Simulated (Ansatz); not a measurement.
The system is PbSe (Clausthalite).

```
Pb Se
1.0
     0.00000    3.06065    3.06065
     3.06065    0.00000    3.06065
     3.06065    3.06065    0.00000
Pb Se
1 1
Direct
  0.00000 0.00000 0.00000
  0.50000 0.50000 0.50000
```

Base run:

- Program: Ansatz 0.2.0
- Functional: LDA
- Potentials or basis: Ansatz PAW
- Cutoff: 420 eV (not typed: the program's choice for these potentials)
- k mesh: 6 × 6 × 6
- Occupations: fermi-dirac, width 0.05 eV
- Spin: spin-orbit coupling, no magnetisation

Its results: band gap on the k mesh 0.30 eV, direct; pressure -2.7 GPa.

Question: The run is repeated on the same cell with these changes: functional from LDA to PBE. What comes out?

Answer: Band gap on the k mesh 0.20 eV, direct; pressure 1.8 GPa.

PBE binds less tightly than LDA, so the same cell stands under more pressure.

Caveats: the PAW data sets come from PBE, with cores solved anew for the run's functional, which leaves a small shift of forces and pressure (some runs).
